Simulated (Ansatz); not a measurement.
**BeC: from a trial structure to a relaxed crystal**

Level of theory: DFT PBE, scalar-relativistic, plane waves, PAW (Ansatz 0.2.0). Cutoff 420 eV, Γ-centred k mesh, Gaussian smearing, no spin polarisation in the final step.

The start puts BeC on the litharge structure type (P4/nmm, No. 129), with Be in place of Pb, C in place of O, at a guessed volume.

```
Be C
1.0
     2.92352    0.00000    0.00000
     0.00000    2.92352    0.00000
     0.00000    0.00000    3.69412
Be C
2 2
Direct
  0.00000 0.50000 0.23510
  0.50000 0.00000 0.76490
  0.00000 0.00000 0.00000
  0.50000 0.50000 0.00000
```

Cell and atoms relax at zero pressure; the relaxation can't lower the symmetry of the start. After a coarse first stage the cell is made exact in the group found at 0.06 Å.

Formation energies are uncorrected and refer to the elements' standard structures at the same level.

Q: What does it relax into?

A: It keeps P4/nmm (No. 129), but not the shape of the type it started on. Conventional cell: a = 2.496 Å, c = 4.603 Å. Around Be lie 4 C at 1.86 Å; around C lie 4 C at 1.76 Å and 4 Be at 1.86 Å.

```
Be C
1.0
     2.49571    0.00000    0.00000
     0.00000    2.49571    0.00000
     0.00000    0.00000    4.60349
Be C
2 2
Direct
  0.00000 0.50000 0.30094
  0.50000 0.00000 0.69906
  0.00000 0.00000 0.00000
  0.50000 0.50000 0.00000
```

Q: What are its volume, energy, density and gap?

A: The volume per atom is 7.17 Å³. The density is 2.44 g/cm³. The energy over the elements is 1.13 eV/atom and the gap on the 18×18×10 mesh is 0 eV (a metal).

The final run used a 18×18×10 mesh on its 4-atom cell and 0.10 eV smearing. For metals, differences of a few meV/atom aren't resolved. A later test with randomly moved atoms lowered the energy by 656 meV/atom on a coarse mesh, so it isn't stable against such moves and is likely a saddle point held by symmetry.

Cost: 6 runs of about 9.1 core-minutes in all, on Intel Xeon 6975P-C (Granite Rapids) (shared hosts).